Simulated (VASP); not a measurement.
# MgSe (Fm-3m) in VASP: a series of runs

The runs below take MgSe through single point, relaxation of cell and atoms, with PBE.

Program: VASP 6.6.1. These are calculated values, not measurements. Logs are shortened: lines on timing, memory, paths and dates and some standing lists are left out, and cuts for length are marked.

## (1) Starting point

It takes space group Fm-3m (No. 225, cubic). The conventional cell has a = 5.508 Å, b = 5.508 Å, c = 5.508 Å, α = 90.00°, β = 90.00°, γ = 90.00°. Mg (site symmetry m-3m) is surrounded by 6 Se at 2.75 Å. Se (site symmetry m-3m) has 6 Mg at 2.75 Å as nearest neighbours.

The cell was built by a generator and needn't be a form met in nature.

## (2) Single point, PBE

The input, INCAR:

```
PREC = Accurate
ENCUT = 520
EDIFF = 1E-6
ISMEAR = 0
SIGMA = 0.02
LREAL = False
LASPH = True
NELM = 100
ALGO = Normal
ISIF = 2
LWAVE = False
LCHARG = False
GGA = PE
NBANDS = 11
```

The input, KPOINTS:

```
regular mesh
0
Gamma
  8 8 8
```

The input, POSCAR:

```
MgSe
1.0
    0.0000000000      2.7541231852      2.7541231852
    2.7541231852      0.0000000000      2.7541231852
    2.7541231852      2.7541231852      0.0000000000
Mg Se
1 1
Direct
    0.0000000000      0.0000000000      0.0000000000
    0.5000000000      0.5000000000      0.5000000000
```

Potentials or basis: VASP PAW PBE potentials, release 64 (Mg, Se).

Launch:

```sh
$ cat potpaw_PBE.64/Mg/POTCAR potpaw_PBE.64/Se/POTCAR > POTCAR
$ mpirun -np 1 vasp_std > vasp.out
```

OUTCAR:

```text
PREC = Accurate
   ENCUT = 520
   EDIFF = 1E-6
   ISMEAR = 0
   LREAL = False
   LASPH = True
   NELM = 100
   ISIF = 2
   GGA = PE

 ion  position               nearest neighbor table
   1  0.000  0.000  0.000-   2 2.75   2 2.75   2 2.75   2 2.75   2 2.75   2 2.75
   2  0.500  0.500  0.500-   1 2.75   1 2.75   1 2.75   1 2.75   1 2.75   1 2.75

  LATTYP: Found a face centered cubic cell.
 ALAT       =     5.5082463704

  Lattice vectors:

 A1 = (   0.0000000000,   2.7541231852,   2.7541231852)
 A2 = (   2.7541231852,   0.0000000000,   2.7541231852)
 A3 = (   2.7541231852,   2.7541231852,   0.0000000000)

Analysis of symmetry for initial positions (statically):
=====================================================================
 Subroutine PRICEL returns:
 Original cell was already a primitive cell.

 Routine SETGRP: Setting up the symmetry group for a
 face centered cubic supercell.

 Subroutine GETGRP returns: Found 48 space group operations
 (whereof 48 operations were pure point group operations)
 out of a pool of 48 trial point group operations.

The static configuration has the point symmetry O_h .

Analysis of symmetry for dynamics (positions and initial velocities):
=====================================================================
 Subroutine PRICEL returns:
 Original cell was already a primitive cell.

 Routine SETGRP: Setting up the symmetry group for a
 face centered cubic supercell.

 Subroutine GETGRP returns: Found 48 space group operations
 (whereof 48 operations were pure point group operations)
 out of a pool of 48 trial point group operations.

The dynamic configuration has the point symmetry O_h .

 Subroutine INISYM returns: Found 48 space group operations
 (whereof 48 operations are pure point group operations),
 and found     1 'primitive' translations

----------------------------------------------------------------------------------------

                                     Primitive cell

  volume of cell :      41.7811

  direct lattice vectors                    reciprocal lattice vectors
     0.000000000  2.754123185  2.754123185    -0.181545983  0.181545983  0.181545983
     2.754123185  0.000000000  2.754123185     0.181545983 -0.181545983  0.181545983
     2.754123185  2.754123185  0.000000000     0.181545983  0.181545983 -0.181545983

  length of vectors
     3.894918361  3.894918361  3.894918361     0.314446866  0.314446866  0.314446866

  position of ions in fractional coordinates (direct lattice)
     0.000000000  0.000000000  0.000000000
     0.500000000  0.500000000  0.500000000

  ion indices of the primitive-cell ions
   primitive index   ion index
                 1           1
                 2           2

----------------------------------------------------------------------------------------

 KPOINTS: regular mesh

Automatic generation of k-mesh.
 Grid dimensions read from file:
 generate k-points for:    8    8    8

 Generating k-lattice:

  Cartesian coordinates                     Fractional coordinates (reciprocal lattice)
    -0.022693248  0.022693248  0.022693248     0.125000000  0.000000000  0.000000000
     0.022693248 -0.022693248  0.022693248     0.000000000  0.125000000  0.000000000
     0.022693248  0.022693248 -0.022693248     0.000000000  0.000000000  0.125000000

  Length of vectors
     0.039305858  0.039305858  0.039305858

  Shift w.r.t. Gamma in fractional coordinates (k-lattice)
     0.000000000  0.000000000  0.000000000

 Subroutine IBZKPT returns following result:
 ===========================================

 Found     29 irreducible k-points:

 Following reciprocal coordinates:
            Coordinates               Weight
  0.000000  0.000000  0.000000      1.000000
  0.125000  0.000000  0.000000      8.000000
  0.250000  0.000000  0.000000      8.000000
  0.375000  0.000000  0.000000      8.000000
  0.500000  0.000000  0.000000      4.000000
  0.125000  0.125000  0.000000      6.000000
[... 16 lines left out ...]
  0.500000  0.250000  0.125000     48.000000
 -0.375000  0.250000  0.125000     24.000000
 [... further k-points ...]
   k-points           NKPTS =     29   k-points in BZ     NKDIM =     29   number of bands    NBANDS=     11
   number of dos      NEDOS =    301   number of ions     NIONS =      2
   total plane-waves  NPLWV =  27000
   dimension x,y,z NGX =    30 NGY =   30 NGZ =   30
   dimension x,y,z NGXF=    60 NGYF=   60 NGZF=   60
   ions per type =               1   1
   NGX,Y,Z   is equivalent  to a cutoff of  12.80, 12.80, 12.80 a.u.
   NGXF,Y,Z  is equivalent  to a cutoff of  25.61, 25.61, 25.61 a.u.
 SYSTEM =  unknown system
   PREC   = accura    normal or accurate (medium, high low for compatibility)
   ISTART =      0    job   : 0-new  1-cont  2-samecut
   ICHARG =      2    charge: 1-file 2-atom 10-const
   ISPIN  =      1    spin polarized calculation?
   LNONCOLLINEAR =      F non collinear calculations
   LSORBIT =      F    spin-orbit coupling
   LASPH  =      T    aspherical Exc in radial PAW
   ENCUT  =  520.0 eV  38.22 Ry    6.18 a.u.   7.24  7.24  7.24*2*pi/ulx,y,z
   NELM   =    100;   NELMIN=  2; NELMDL= -5     # of ELM steps
   EDIFF  = 0.1E-05   stopping-criterion for ELM
   LREAL  =      F    real-space projection
   EDIFFG = 0.1E-04   stopping-criterion for IOM
   NSW    =      0    number of steps for IOM
   IBRION =     -1    ionic relax: 0-MD 1-quasi-New 2-CG
   NFREE  =      0    steps in history (QN), initial steepest desc. (CG)
   ISIF   =      2    stress and relaxation
   ISYM   =      2    0-nonsym 1-usesym 2-fastsym
   POTIM  = 0.5000    time-step for ionic-motion
   TEBEG  =    0.0;   TEEND  =   0.0 temperature during run
   PSTRESS=    0.0 pullay stress
   NELECT =       8.0000    total number of electrons
   NUPDOWN=      -1.0000    fix difference up-down
   EMIN   =  10.00;   EMAX   =-10.00  energy-range for DOS
   EFERMI =   0.00;   METHOD = LEGACY
   ISMEAR =     0;   SIGMA  =   0.02  broadening in eV -4-tet -1-fermi 0-gaus
   EFERMI_NEDOS =   21; number of points for ismear=-14 and -15
   IALGO  =     38    algorithm
   IMIX   =      4    mixing-type and parameters
     AMIX     =   0.40;   BMIX     =  1.00
     AMIX_MAG =   1.60;   BMIX_MAG =  1.00
  volume/ion in A,a.u.               =      20.89       140.98
  Fermi-wavevector in a.u.,A,eV,Ry     =   0.943579  1.783105 12.113822  0.890341
  Thomas-Fermi vector in A             =   2.071300
   LORBIT       =      0    0 simple, 1 ext, 2 COOP (PROOUT), +10 PAW based schemes
   GGA     = PE    functional components
   LHFCALC =     F    Hartree Fock is set to
   AEXX    =    0.0000 exact exchange contribution
   IVDW    =     0    specifies the selected vdW correction
   LEPSILON=     F    determine dielectric tensor
   LRPA    =     F    only Hartree local field effects (RPA)
 non-spin polarized calculation
 Gauss-broadening in eV      SIGMA  =   0.02
  energy-cutoff  :      520.00
  volume of cell :       41.78
 maximum number of plane-waves:      1158
 NGX is ok and might be reduce to    30
   NGX = 15   NGY = 15   NGZ = 15

 number of electron       7.9999999 magnetization

 Free energy of the ion-electron system (eV)
  ---------------------------------------------------
  ext. energy  EPLUGINS =         0.00000000
  ---------------------------------------------------
  free energy    TOTEN  =        -7.49039570 eV

  energy without entropy =       -7.49039570  energy(sigma->0) =       -7.49039570

 E-fermi :   3.0503     XC(G=0):  -9.3634

 val. band max:        2.9674948504   @ k =   0.0000   0.0000   0.0000
 cond. band min:       4.7163764830   @ k =   0.5000   0.5000   0.0000
 fundamental gap:      1.7488816326
 Fermi energy:         3.0502871545

 k-point     1 :       0.0000    0.0000    0.0000
  band No.  band energies     occupation
      1      -9.8064      2.00000
      2       2.9675      2.00000
      3       2.9675      2.00000
      4       2.9675      2.00000
      5       5.3579      0.00000
      6      10.3892      0.00000
      7      10.3892      0.00000
      8      10.3892      0.00000
      9      12.8803      0.00000
     10      12.8803      0.00000
     11      13.9073      0.00000

 k-point     2 :       0.1250    0.0000    0.0000
  band No.  band energies     occupation
      1      -9.6808      2.00000
      2       1.7689      2.00000
      3       2.8731      2.00000
      4       2.8731      2.00000
      5       6.3351      0.00000
      6      10.0541      0.00000
      7      10.5954      0.00000
      8      10.5954      0.00000
      9      11.8578      0.00000
     10      11.8578      0.00000
     11      13.5569      0.00000

 k-point     3 :       0.2500    0.0000    0.0000
  band No.  band energies     occupation
      1      -9.3457      2.00000
      2       0.0341      2.00000
      3       2.6682      2.00000
      4       2.6682      2.00000
      5       6.9824      0.00000
      6       9.9922      0.00000
      7       9.9922      0.00000
      8      10.5715      0.00000
      9      12.4881      0.00000
     10      12.4881      0.00000
     11      12.8235      0.00000

 k-point     4 :       0.3750    0.0000    0.0000
  band No.  band energies     occupation
      1      -8.9486      2.00000
      2      -1.3001      2.00000
      3       2.4885      2.00000
      4       2.4885      2.00000
      5       6.8557      0.00000
      6       9.2788      0.00000
      7       9.2788      0.00000
      8      11.3945      0.00000
      9      13.1495      0.00000
     10      14.3771      0.00000
     11      14.3771      0.00000

 k-point     5 :       0.5000    0.0000    0.0000
  band No.  band energies     occupation
      1      -8.7581      2.00000
      2      -1.8150      2.00000
      3       2.4201      2.00000
      4       2.4201      2.00000
      5       6.7558      0.00000
      6       9.0262      0.00000
      7       9.0262      0.00000
      8      11.3488      0.00000
      9      14.2018      0.00000
     10      16.6990      0.00000
     11      16.6990      0.00000
[... 211 lines left out ...]
 k-point    21 :       0.5000    0.5000    0.0000
  band No.  band energies     occupation
      1      -8.4582      2.00000
      2      -1.1313      2.00000
      3       1.2559      2.00000
      4       1.2559      2.00000
      5       4.7164      0.00000
      6       7.0161      0.00000
      7      14.4127      0.00000
      8      14.8618      0.00000
      9      14.8618      0.00000
     10      15.4717      0.00000
     11      18.6928      0.00000

 k-point    22 :       0.3750    0.2500    0.1250
  band No.  band energies     occupation
      1      -9.0861      2.00000
      2      -0.2111      2.00000
      3       1.5000      2.00000
      4       2.3029      2.00000
      5       7.7091      0.00000
      6       9.0173      0.00000
      7       9.1554      0.00000
      8      11.2466      0.00000
      9      12.4111      0.00000
     10      15.2810      0.00000
     11      15.6968      0.00000

 k-point    23 :       0.5000    0.2500    0.1250
  band No.  band energies     occupation
      1      -8.7544      2.00000
      2      -0.9673      2.00000
      3       0.9750      2.00000
      4       1.9807      2.00000
      5       7.6451      0.00000
      6       8.6093      0.00000
      7      10.1429      0.00000
      8      11.1363      0.00000
      9      13.6830      0.00000
     10      15.5087      0.00000
     11      16.2372      0.00000

 k-point    24 :      -0.3750    0.2500    0.1250
  band No.  band energies     occupation
      1      -8.6002      2.00000
      2      -1.3083      2.00000
      3       0.8367      2.00000
      4       1.8107      2.00000
      5       7.6318      0.00000
      6       8.3256      0.00000
      7      10.6185      0.00000
      8      11.8888      0.00000
      9      13.9144      0.00000
     10      14.4969      0.00000
     11      16.9142      0.00000

 [... further k-points ...]

------------------------ aborting loop because EDIFF is reached ----------------------------------------

  FORCE on cell =-STRESS in cart. coord.  units (eV):
  Direction    XX          YY          ZZ          XY          YZ          ZX
  --------------------------------------------------------------------------------------
  -------------------------------------------------------------------------------------
  Total       -0.0315969     -0.0315969     -0.0315969      0.0000000      0.0000000     -0.0000000
  in kB       -1.2116426     -1.2116426     -1.2116426      0.0000000      0.0000000     -0.0000000
  external PRESSURE =      -1.2116426 kB  Pullay stress =       0.0000000 kB

 VOLUME and BASIS-vectors are now :
 -----------------------------------------------------------------------------
  energy-cutoff  :      520.00
  volume of cell :       41.78
      direct lattice vectors                 reciprocal lattice vectors
     0.000000000  2.754123185  2.754123185    -0.181545983  0.181545983  0.181545983
     2.754123185  0.000000000  2.754123185     0.181545983 -0.181545983  0.181545983
     2.754123185  2.754123185  0.000000000     0.181545983  0.181545983 -0.181545983

 POSITION                                       TOTAL-FORCE (eV/Angst)
 -----------------------------------------------------------------------------------
      0.00000      0.00000      0.00000        -0.000000      0.000000     -0.000000
      2.75412      2.75412      2.75412         0.000000     -0.000000      0.000000
 -----------------------------------------------------------------------------------
    total drift:                               -0.000000     -0.000000      0.000000

  FREE ENERGIE OF THE ION-ELECTRON SYSTEM (eV)
  ---------------------------------------------------
  free  energy   TOTEN  =        -7.4903957010 eV

  energy  without entropy=       -7.4903957010  energy(sigma->0) =       -7.49039570
```

Wall time 15 s (1 thread of AMD EPYC 7R13 (Zen 3), shared host); peak memory 0.14 GiB.

Results:

| Item | Value |
| --- | --- |
| Free energy | -7.4904 eV |
| Pressure | -0.1 GPa |
| Band gap on the k mesh | 1.75 eV, indirect (least direct gap 2.39 eV) |

A k mesh can miss the band edges. Expect the measured gap to be larger: semilocal functionals such as PBE lack the derivative discontinuity.

## (3) Relaxation of cell and atoms, PBE

This run uses another cell than the first one, of 20.23 Å³/atom, 0.969 times its volume.

The input, INCAR:

```
SYSTEM = MgSe
PREC = Accurate ; ENCUT = 600
EDIFF = 1E-7 ; ISMEAR = 0
SIGMA = 0.02 ; LREAL = .FALSE.
LASPH = .TRUE. ; NELM = 100
ALGO = Normal ; ISIF = 3
LWAVE = .FALSE. ; LCHARG = .FALSE.
GGA = PE ; IBRION = 2
NSW = 100 ; EDIFFG = -0.002
```

The input, KPOINTS:

```
Automatic mesh
0
G
  8 8 8
  0 0 0
```

The input, POSCAR:

```
MgSe
1.0
    0.0000000000      2.7250000000      2.7250000000
    2.7250000000      0.0000000000      2.7250000000
    2.7250000000      2.7250000000      0.0000000000
Mg Se
1 1
Direct
    0.0000000000      0.0000000000      0.0000000000
    0.5000000000      0.5000000000      0.5000000000
```

Potentials or basis: VASP PAW PBE potentials, release 64 (Mg, Se).

Launch:

```sh
$ cat potpaw_PBE.64/Mg/POTCAR potpaw_PBE.64/Se/POTCAR > POTCAR
$ mpirun -np 1 vasp_std > vasp.out
```

Wall time 26 s (1 thread of AMD EPYC 7R13 (Zen 3), shared host); peak memory 0.16 GiB.

The run converged. Its results:

* Free energy: -7.4905 eV
* Relaxed volume: 20.85 Å³/atom
* Relaxed cell: a = 3.892 Å, b = 3.892 Å, c = 3.892 Å, α = 60.00°, β = 60.00°, γ = 60.00°
* Space group after relaxing (to 0.05 Å): Fm-3m (No. 225)
* Energy gained by relaxing: 3.6 meV/atom
* Ionic steps: 3
* Pressure after relaxing: 0.0 GPa
* Band gap on the k mesh: 1.75 eV, indirect (least direct gap 2.40 eV)

The path:
| step | energy change (eV) | largest force (eV/Å) | pressure (GPa) | volume (Å³) |
| --- | --- | --- | --- | --- |
| 1 | 0.0000 | 0.0000 | 1.95 | 40.47 |
| 2 | -0.0070 | 0.0000 | -0.33 | 41.93 |
| 3 | -0.0072 | 0.0000 | 0.00 | 41.69 |

Final structure:
```
CELL_PARAMETERS angstrom
0.00000 2.75218 2.75218
2.75218 0.00000 2.75218
2.75218 2.75218 0.00000
ATOMIC_POSITIONS crystal
Mg 0.00000 0.00000 0.00000
Se 0.50000 0.50000 0.50000
```

Levels at points of the mesh, in eV from the valence-band top:
```csv
k point,band 1,band 2,band 3,band 4,band 5,band 6,band 7,band 8
"(0.00, 0.00, 0.00)",-12.79,0.00,0.00,0.00,2.40,7.42,7.42,7.42
"(0.50, 0.00, 0.00)",-11.73,-4.79,-0.55,-0.55,3.79,6.06,6.06,8.40
"(0.50, 0.50, 0.00)",-11.43,-4.11,-1.72,-1.72,1.75,4.04,11.47,11.91
```

A k mesh can miss the band edges. PBE gaps usually lie below the measured ones, often by a third to a half.

## (4) Single point, PBE

This run uses another cell than the first one, of 20.23 Å³/atom, 0.969 times its volume.

The input, INCAR:

```
ALGO = Fast ; EDIFF = 1E-6
ENCUT = 520 ; GGA = PE
ISIF = 2 ; ISMEAR = 0
LASPH = T ; LCHARG = T
LELF = T ; LREAL = F
LVHAR = T ; LWAVE = F
NBANDS = 11 ; NELM = 100
PREC = Accurate ; SIGMA = 0.1
```

The input, KPOINTS:

```
k-points
0
Gamma
  6 6 6
```

POSCAR is that of step 3.

Launch:

```sh
$ cat potpaw_PBE.64/Mg/POTCAR potpaw_PBE.64/Se/POTCAR > POTCAR
$ mpirun -np 1 vasp_std > vasp.out
```

Wall time 9 s (1 thread of AMD EPYC 7R13 (Zen 3), shared host); peak memory 0.13 GiB.

Results (log left out):

| Quantity | Value |
| --- | --- |
| Free energy | -7.4783 eV |
| Pressure | 2.0 GPa |
| Band gap on the k mesh | 1.80 eV, indirect (least direct gap 2.60 eV) |

Levels at points of the mesh, in eV from the valence-band top:
```tsv
k point	band 1	band 2	band 3	band 4	band 5	band 6	band 7	band 8
(0.00, 0.00, 0.00)	-12.95	0.00	0.00	0.00	2.60	7.41	7.41	7.41
(0.50, 0.00, 0.00)	-11.82	-4.96	-0.58	-0.58	3.83	6.10	6.10	8.63
(0.50, 0.50, 0.00)	-11.50	-4.27	-1.79	-1.79	1.80	3.96	11.76	12.19
```

## (5) The runs side by side

| task | cell | k mesh | cutoff (eV) | smearing | gap on the mesh (eV) | pressure (GPa) |
| --- | --- | --- | --- | --- | --- | --- |
| single point | Fm-3m, 20.89 Å³/atom | 8 × 8 × 8 | 520 | gaussian 0.02 eV | 1.75 | -0.1 |
| relaxation of cell and atoms | relaxed | 8 × 8 × 8 | 600 | gaussian 0.02 eV | 1.75 | 0.0 |
| single point | Fm-3m, 20.23 Å³/atom | 6 × 6 × 6 | 520 | gaussian 0.1 eV | 1.80 | 2.0 |

Alike in all rows: level PBE; potentials or basis VASP PAW PBE potentials, release 64 (Mg, Se); no spin polarisation.

Absolute energies hang on the potentials; compare differences alone.
